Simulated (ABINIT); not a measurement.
Runs of ABINIT 10.8.3 (patched build) on As. Symmetry: R-3m, No. 166, trigonal system. The conventional cell has a = 3.762 Å, b = 3.762 Å, c = 10.542 Å, α = 90.00°, β = 90.00°, γ = 120.00°. As (site symmetry 3m) has 3 As at 2.51 Å as nearest neighbours. 

```tsv
task	level	potentials or basis	cell	k mesh	cutoff (eV)	cutoff smearing ecutsm (Ha)	optimiser	force threshold (eV/Å)	dispersion computed by	fine-grid cutoff	gap on the mesh (eV)	pressure (GPa)	relaxed volume (Å³/atom)	largest force (eV/Å)
relaxation of cell and atoms	PBE+D3(BJ)	JTH PAW PBE v2.0	relaxed	7 × 7 × 7	408	0.5	LBFGS	0.01	simple-dftd3 1.7.0	816.342 eV	0.32	0.0	20.89	0.01
relaxation of cell and atoms	PBE+D4	JTH PAW PBE v2.0	relaxed	7 × 7 × 7	408	0.5	LBFGS	0.01	dftd4 4.3.1	816.342 eV	0.32	0.0	20.89	0.01
single point	PBE0	SG15 NC PBE v1.2	as given	6 × 6 × 6	381	-	-	-	-	-	none	-	-	-
relaxation of cell and atoms	PBE	JTH PAW PBE v2.0	relaxed	7 × 7 × 7	408	0.5	LBFGS	0.01	-	816.342 eV	none	0.0	22.51	-
relaxation of cell and atoms	PBE+D3	JTH PAW PBE v2.0	relaxed	7 × 7 × 7	408	0.5	LBFGS	0.01	simple-dftd3 1.7.0	816.342 eV	(a)	0.0	21.63	-
```

Alike in all rows: no spin polarisation; smearing fermi-dirac 0.05 eV.

Problem. Estimate the missing entries.

Solution. (a) 0.22.

Caveats: an odd mesh through Γ misses points on the zone boundary, where band edges often lie (some runs); exact exchange is summed on a coarse mesh, which widens gaps by tenths of an eV (some runs); the potentials were made for another functional, which shifts forces and pressure (some runs).

A k mesh can miss the band edges, and the runs leave out spin-orbit coupling on As.

A gap of «none» marks a metal or a gap under the smearing width.

The runs don't all hold the same shells in valence.
